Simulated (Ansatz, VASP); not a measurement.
# InSe: VASP beside Ansatz

```xyz
4
Lattice="4.0267 0.0000 0.0000 -2.0134 3.4872 0.0000 0.0000 0.0000 36.7194" Properties=species:S:1:pos:R:3 pbc="T T T"
Se    0.0000    0.0000   15.6665
Se    0.0000    0.0000   21.0519
In    2.0134    1.1624   16.9619
In    2.0134    1.1624   19.7565
```

Alike in both runs: task single point; functional PBE; dispersion D3(BJ); k mesh 9 × 9 × 1; occupations gaussian, width 0.02 eV; no spin polarisation.

|  | VASP | Ansatz |
| --- | --- | --- |
| version | VASP 6.6.1 | Ansatz 0.2.0 |
| potentials or method | VASP PAW PBE potentials, release 64 (Se, In_d) | scalar-relativistic, plane waves, PAW |
| plane-wave cutoff (eV) | 520 | 420 |
| valence electrons in the cell | 38 | 58 |

Ansatz gave:

| Item | Value |
| --- | --- |
| gap on the k mesh at the Fermi level (eV) | 1.63 |
| least direct gap on the mesh (eV) | 1.70 |
| rms of the force components (eV/Å) | 0.000 |

Task: What did VASP give for the same quantities?

Result: gap on the k mesh at the Fermi level (eV): 1.62; least direct gap on the mesh (eV): 1.69; rms of the force components (eV/Å): 0.008.

The two sets of potentials don't hold the same shells in valence. Ansatz warned: «structure_snapped_to_symmetry».

Caveats: spin-orbit coupling is left out, which moves the levels of the heavy elements.
